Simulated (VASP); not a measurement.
# Ga (Pm-3m) in VASP: further runs, part 2 of 2

VASP 6.6.1. The steps go on from the part before.

### Step 4. Single point, PBE, 20.04 Å³/atom (strain = -0.04)

INCAR

```
PREC     = Accurate       # precision mode
ENCUT    = 520            # plane-wave cutoff, eV
EDIFF    = 1E-6           # SCF threshold, eV
ISMEAR   = -1             # smearing method
SIGMA    = 0.05           # smearing width, eV
LREAL    = F              # projectors in reciprocal space
LASPH    = T              # aspherical terms in the spheres
NELM     = 60             # most SCF steps
ALGO     = Normal         # electronic algorithm
ISIF     = 2              # what is computed and relaxed
LWAVE    = F              # write WAVECAR
LCHARG   = F              # write CHGCAR
GGA      = PE             # functional
```

KPOINTS

```
Automatic mesh
0
Gamma
  10 10 10
```

POSCAR

```
Ga
1.0
    2.7164800000     -0.0543296000      0.0000000000
   -0.0543296000      2.7164800000      0.0000000000
    0.0000000000      0.0000000000      2.7164800000
Ga
1
Direct
    0.0000000000      0.0000000000      0.0000000000
```

Potentials or basis: VASP PAW PBE potentials, release 64 (Ga_d).

The run is started by

```sh
$ cat potpaw_PBE.64/Ga_d/POTCAR > POTCAR
$ mpirun -np 1 vasp_std > vasp.out
```

OUTCAR:

```text
PREC = Accurate
   ENCUT = 520
   EDIFF = 1E-6
   ISMEAR = -1
   LREAL = F
   LASPH = T
   NELM = 60
   ISIF = 2
   GGA = PE

 ion  position               nearest neighbor table
   1  0.000  0.000  0.000-

  LATTYP: Found a base centered orthorhombic cell.
 ALAT       =     3.7648492008
 B/A-ratio  =     1.0408163265
 C/A-ratio  =     0.7215375318

  Lattice vectors:

 A1 = (   2.7164800000,  -0.0543296000,   0.0000000000)
 A2 = (  -0.0543296000,   2.7164800000,   0.0000000000)
 A3 = (   0.0000000000,   0.0000000000,   2.7164800000)

Analysis of symmetry for initial positions (statically):
=====================================================================
 Subroutine PRICEL returns:
 Original cell was already a primitive cell.

 Routine SETGRP: Setting up the symmetry group for a
 base centered orthorhombic supercell.

 Subroutine GETGRP returns: Found  8 space group operations
 (whereof  8 operations were pure point group operations)
 out of a pool of  8 trial point group operations.

The static configuration has the point symmetry D_2h.

Analysis of symmetry for dynamics (positions and initial velocities):
=====================================================================
 Subroutine PRICEL returns:
 Original cell was already a primitive cell.

 Routine SETGRP: Setting up the symmetry group for a
 base centered orthorhombic supercell.

 Subroutine GETGRP returns: Found  8 space group operations
 (whereof  8 operations were pure point group operations)
 out of a pool of  8 trial point group operations.

The dynamic configuration has the point symmetry D_2h.

 Subroutine INISYM returns: Found  8 space group operations
 (whereof  8 operations are pure point group operations),
 and found     1 'primitive' translations

----------------------------------------------------------------------------------------

                                     Primitive cell

  volume of cell :      20.0376

  direct lattice vectors                    reciprocal lattice vectors
     2.716480000 -0.054329600  0.000000000     0.368270762  0.007365415  0.000000000
    -0.054329600  2.716480000  0.000000000     0.007365415  0.368270762  0.000000000
     0.000000000  0.000000000  2.716480000     0.000000000  0.000000000  0.368123454

  length of vectors
     2.717023242  2.717023242  2.716480000     0.368344409  0.368344409  0.368123454

  position of ions in fractional coordinates (direct lattice)
     0.000000000  0.000000000  0.000000000

  ion indices of the primitive-cell ions
   primitive index   ion index
                 1           1

----------------------------------------------------------------------------------------

 KPOINTS: Automatic mesh

Automatic generation of k-mesh.
 Grid dimensions read from file:
 generate k-points for:   10   10   10

 Generating k-lattice:

  Cartesian coordinates                     Fractional coordinates (reciprocal lattice)
     0.036827076  0.000736542  0.000000000     0.100000000 -0.000000000  0.000000000
     0.000736542  0.036827076  0.000000000    -0.000000000  0.100000000  0.000000000
     0.000000000  0.000000000  0.036812345     0.000000000  0.000000000  0.100000000

  Length of vectors
     0.036834441  0.036834441  0.036812345

  Shift w.r.t. Gamma in fractional coordinates (k-lattice)
     0.000000000  0.000000000  0.000000000

 Subroutine IBZKPT returns following result:
 ===========================================

 Found    186 irreducible k-points:

 Following reciprocal coordinates:
            Coordinates               Weight
  0.000000  0.000000  0.000000      1.000000
  0.100000  0.000000  0.000000      4.000000
  0.200000  0.000000  0.000000      4.000000
  0.300000 -0.000000  0.000000      4.000000
  0.400000  0.000000  0.000000      4.000000
  0.500000  0.000000  0.000000      2.000000
[... 16 lines left out ...]
  0.300000  0.300000  0.000000      2.000000
  0.400000  0.300000  0.000000      4.000000
 [... further k-points ...]
   k-points           NKPTS =    186   k-points in BZ     NKDIM =    186   number of bands    NBANDS=     10
   number of dos      NEDOS =    301   number of ions     NIONS =      1
   total plane-waves  NPLWV =   8000
   dimension x,y,z NGX =    20 NGY =   20 NGZ =   20
   dimension x,y,z NGXF=    40 NGYF=   40 NGZF=   40
   ions per type =               1
   NGX,Y,Z   is equivalent  to a cutoff of  12.24, 12.24, 12.24 a.u.
   NGXF,Y,Z  is equivalent  to a cutoff of  24.47, 24.47, 24.48 a.u.
 SYSTEM =  unknown system
   PREC   = accura    normal or accurate (medium, high low for compatibility)
   ISTART =      0    job   : 0-new  1-cont  2-samecut
   ICHARG =      2    charge: 1-file 2-atom 10-const
   ISPIN  =      1    spin polarized calculation?
   LNONCOLLINEAR =      F non collinear calculations
   LSORBIT =      F    spin-orbit coupling
   LASPH  =      T    aspherical Exc in radial PAW
   ENCUT  =  520.0 eV  38.22 Ry    6.18 a.u.   5.05  5.05  5.05*2*pi/ulx,y,z
   NELM   =     60;   NELMIN=  2; NELMDL= -5     # of ELM steps
   EDIFF  = 0.1E-05   stopping-criterion for ELM
   LREAL  =      F    real-space projection
   EDIFFG = 0.1E-04   stopping-criterion for IOM
   NSW    =      0    number of steps for IOM
   IBRION =     -1    ionic relax: 0-MD 1-quasi-New 2-CG
   NFREE  =      0    steps in history (QN), initial steepest desc. (CG)
   ISIF   =      2    stress and relaxation
   ISYM   =      2    0-nonsym 1-usesym 2-fastsym
   POTIM  = 0.5000    time-step for ionic-motion
   TEBEG  =    0.0;   TEEND  =   0.0 temperature during run
   PSTRESS=    0.0 pullay stress
   NELECT =      13.0000    total number of electrons
   NUPDOWN=      -1.0000    fix difference up-down
   EMIN   =  10.00;   EMAX   =-10.00  energy-range for DOS
   EFERMI =   0.00;   METHOD = LEGACY
   ISMEAR =    -1;   SIGMA  =   0.05  broadening in eV -4-tet -1-fermi 0-gaus
   EFERMI_NEDOS =   21; number of points for ismear=-14 and -15
   IALGO  =     38    algorithm
   IMIX   =      4    mixing-type and parameters
     AMIX     =   0.40;   BMIX     =  1.00
     AMIX_MAG =   1.60;   BMIX_MAG =  1.00
  volume/ion in A,a.u.               =      20.04       135.22
  Fermi-wavevector in a.u.,A,eV,Ry     =   1.417231  2.678179 27.327902  2.008544
  Thomas-Fermi vector in A             =   2.538483
   LORBIT       =      0    0 simple, 1 ext, 2 COOP (PROOUT), +10 PAW based schemes
   GGA     = PE    functional components
   LHFCALC =     F    Hartree Fock is set to
   AEXX    =    0.0000 exact exchange contribution
   IVDW    =     0    specifies the selected vdW correction
   LEPSILON=     F    determine dielectric tensor
   LRPA    =     F    only Hartree local field effects (RPA)
 non-spin polarized calculation
  energy-cutoff  :      520.00
  volume of cell :       20.04
 maximum number of plane-waves:       552
   NGX = 11   NGY = 11   NGZ = 11

 number of electron      13.0000022 magnetization

 Free energy of the ion-electron system (eV)
  ---------------------------------------------------
  ext. energy  EPLUGINS =         0.00000000
  ---------------------------------------------------
  free energy    TOTEN  =        -2.83467343 eV

  energy without entropy =       -2.83070165  energy(sigma->0) =       -2.83268754

 E-fermi :   4.8225     XC(G=0): -10.6358

 val. band max:        4.8125711517   @ k =  -0.4000   0.1000   0.4000
 cond. band min:       4.8361928408   @ k =   0.0000   0.0000   0.3000
 fundamental gap:      0.0236216891
 Fermi energy:         4.8224743901

 k-point     1 :       0.0000    0.0000    0.0000
  band No.  band energies     occupation
      1     -10.3408      2.00000
      2     -10.3389      2.00000
      3      -9.8319      2.00000
      4      -9.8303      2.00000
      5      -9.8208      2.00000
      6      -5.7962      2.00000
      7      13.6507      0.00000
      8      13.7195      0.00000
      9      13.8282      0.00000
     10      16.6530      0.00000

 k-point     2 :       0.1000    0.0000    0.0000
  band No.  band energies     occupation
      1     -10.3357      2.00000
      2     -10.3072      2.00000
      3      -9.8438      2.00000
      4      -9.8417      2.00000
      5      -9.8235      2.00000
      6      -5.5930      2.00000
      7      11.2321      0.00000
      8      13.9302      0.00000
      9      13.9430      0.00000
     10      16.8346      0.00000
[... 274 lines left out ...]
 k-point    24 :       0.4000    0.3000    0.0000
  band No.  band energies     occupation
      1     -10.1874      2.00000
      2     -10.1129      2.00000
      3      -9.9412      2.00000
      4      -9.9030      2.00000
      5      -9.8599      2.00000
      6      -0.6279      2.00000
      7       3.6693      2.00000
      8       7.5898      0.00000
      9      13.8634      0.00000
     10      18.4703      0.00000

 [... further k-points ...]
[... 5 lines left out ...]
  --------------------------------------------------------------------------------------
  -------------------------------------------------------------------------------------
  Total        0.0212075      0.0212075      0.0929153     -0.1101155      0.0000000      0.0000000
  in kB        1.6957191      1.6957191      7.4293740     -8.8046711      0.0000000      0.0000000
  external PRESSURE =       3.6069374 kB  Pullay stress =       0.0000000 kB

 VOLUME and BASIS-vectors are now :
 -----------------------------------------------------------------------------
  energy-cutoff  :      520.00
  volume of cell :       20.04
      direct lattice vectors                 reciprocal lattice vectors
     2.716480000 -0.054329600  0.000000000     0.368270762  0.007365415  0.000000000
    -0.054329600  2.716480000  0.000000000     0.007365415  0.368270762  0.000000000
     0.000000000  0.000000000  2.716480000     0.000000000  0.000000000  0.368123454

 POSITION                                       TOTAL-FORCE (eV/Angst)
 -----------------------------------------------------------------------------------
      0.00000      0.00000      0.00000        -0.000000      0.000000      0.000000
 -----------------------------------------------------------------------------------
    total drift:                                0.000000      0.000000      0.000000

  FREE ENERGIE OF THE ION-ELECTRON SYSTEM (eV)
  ---------------------------------------------------
  free  energy   TOTEN  =        -2.8346734261 eV

  energy  without entropy=       -2.8307016525  energy(sigma->0) =       -2.83268754
```

Wall time 7.4 s (1 thread of Intel Xeon 6975P-C (Granite Rapids), shared host); peak memory 0.15 GiB.

What came out:

```yaml
Free_energy: -2.8347 eV
Pressure: 0.4 GPa
Band_gap_on_the_k_mesh: none (metal or under the smearing width)
```

### Step 5. Single point, PBE, 20.04 Å³/atom (strain = -0.02)

INCAR is that of step 4.

KPOINTS is that of step 4.

POSCAR

```
Ga
1.0
    2.7164800000     -0.0271648000      0.0000000000
   -0.0271648000      2.7164800000      0.0000000000
    0.0000000000      0.0000000000      2.7164800000
Ga
1
Direct
    0.0000000000      0.0000000000      0.0000000000
```

The run is started by

```sh
$ cat potpaw_PBE.64/Ga_d/POTCAR > POTCAR
$ mpirun -np 1 vasp_std > vasp.out
```

It took 7.3 s on 1 thread of Intel Xeon 6975P-C (Granite Rapids), shared host; peak memory 0.15 GiB.

Results (log left out):

| Quantity | Value |
| --- | --- |
| Free energy | -2.8324 eV |
| Pressure | 0.3 GPa |
| Band gap on the k mesh | none (metal or under the smearing width) |

### Step 6. The reference run

An earlier run on the cell as given: functional PBE; potentials or basis VASP PAW PBE potentials, release 64 (Ga_d); cutoff 520 eV; k mesh 10 × 10 × 10; occupations fermi-dirac, width 0.05 eV; no spin polarisation.

- Pressure: 0.3 GPa
- Band gap on the k mesh: none (metal or under the smearing width)

### Step 7. Summary

| task | level | potentials or basis | spin | k mesh | cutoff (eV) | smearing | other keys | gap on the mesh (eV) | pressure (GPa) |
| --- | --- | --- | --- | --- | --- | --- | --- | --- | --- |
| band structure | BLYP+D4 | VASP PAW PBE potentials, release 64 (Ga_d_GW) | SOC, no magnetisation | 7 × 7 × 7 | 550 | methfessel-paxton 0.2 eV | MAXMIX = 10; ALGO = Fast | - | - |
| optical spectrum | TPSS | VASP PAW PBE potentials, release 64 (Ga_h) | off | 10 × 10 × 10 | 900 | methfessel-paxton 0.1 eV | - | none | -2.3 |
| single point | PBE | VASP PAW PBE potentials, release 64 (Ga_d) | off | 10 × 10 × 10 | 520 | fermi-dirac 0.05 eV | - | none | 0.3 |

Alike in all rows: cell as given.

Caveats: the PAW data sets were made with another functional, which shifts forces and pressure a little (some runs); spectra need much finer meshes, so this one isn't converged (some runs); independent-particle spectra lack excitons (some runs); the intraband (Drude) part of a metal's response may be missing (some runs).

Total energies depend on the potentials used, so only differences within one code and one set of settings carry meaning.
